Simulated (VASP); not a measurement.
# CuO (Tenorite) under changes of volume

One of the cells (10.902 Å³/atom); the others are scaled copies at fixed shape and fractional positions:

```
Cu O
1.0
     2.10808   -1.99819    0.16214
     2.10808    1.99819    0.16214
    -0.40395    0.00000    5.14538
Cu O
2 2
Direct
  0.50000 0.00000 0.50000
  0.00000 0.50000 0.00000
  0.49970 0.50030 0.75000
  0.50030 0.49970 0.25000
```

| Item | Value |
| --- | --- |
| Program | VASP 6.6.1 |
| Functional | PBE |
| Dispersion | D3(BJ) |
| Potentials or basis | VASP PAW PBE potentials, release 64 (Cu, O) |
| Cutoff | 520 eV |
| k mesh | 8 × 8 × 4 |
| Occupations | fermi-dirac, width 0.05 eV |
| Spin | no spin polarisation |

```csv
volume (Å³/atom),energy over the lowest point (meV/atom),pressure (GPa),largest force (eV/Å)
10.466,10.88,7.6,0.006
10.684,2.95,3.7,0.004
10.902,0.00,0.2,0.003
11.121,1.49,-2.8,0.003
11.339,?,?,?
```

Question: What does the run at 11.339 Å³/atom give?

Answer: Energy over the lowest point 6.95 meV/atom; pressure -5.6 GPa; largest force 0.002 eV/Å.

Worked out: A Birch-Murnaghan fit of order 2 (a polynomial in V^(-2/3)) to the other rows has its minimum at 10.93 Å³/atom with B0 = V·E''(V) = 162 GPa at fixed shape and positions, which overstates the stiffness. It gives 7.05 meV/atom at 11.339 Å³/atom, against the run's 6.95, and -dE/dV = -5.5 GPa, against -5.6.

Energies are extrapolated to zero smearing.

Caveats: the run has no spin polarisation, though such a crystal can be magnetic; pairwise dispersion overbinds metals, which lowers pressure and volume.
